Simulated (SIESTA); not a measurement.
The system is Cs2AgBiBr6.

```xyz
10
Lattice="0.0000 5.6161 5.6161 5.6161 0.0000 5.6161 5.6161 5.6161 0.0000" Properties=species:S:1:pos:R:3 pbc="T T T"
Bi    0.0000    0.0000    0.0000
Cs    8.4242    8.4242    8.4242
Cs    2.8081    2.8081    2.8081
Ag    5.6161    5.6161    5.6161
Br    5.6161    5.6161    8.4180
Br    5.6161    5.6161    2.8142
Br    2.8142    5.6161    5.6161
Br    5.6161    8.4180    5.6161
Br    8.4180    5.6161    5.6161
Br    5.6161    2.8142    5.6161
```

Base run:

- Program: SIESTA 5.4.2
- Functional: PBE
- Potentials or basis: PseudoDojo 0.4 standard (PBE files)
- Basis: DZP (energy shift 0.003 Ry; two zetas on semicore shells; d shell added on Cs)
- Grid cutoff: 800 Ry
- Energy shift: 0.003 Ry
- k mesh: 4 × 4 × 4
- Occupations: fermi-dirac, width 0.05 eV
- Spin: no spin polarisation

Its results: band gap on the k mesh 1.31 eV, indirect (least direct gap 2.50 eV); pressure 2.2 GPa; largest force 0.437 eV/Å.

Q: The run is repeated on the same cell with these changes: functional from PBE to PBEsol; potentials or basis from PseudoDojo 0.4 standard (PBE files) to PseudoDojo 0.4 standard (PBEsol files). What comes out?

A: Band gap on the k mesh 1.23 eV, indirect (least direct gap 2.41 eV); pressure 0.3 GPa; largest force 0.445 eV/Å.

Caveats: short orbitals over semicore shells can move pressures by several GPa; spin-orbit coupling is left out, which as a rule narrows the gap of such compounds by several tenths of an eV; the basis of atomic orbitals isn't converged, which shifts pressures, moduli and gaps.

Not every run made on this cell is shown here.
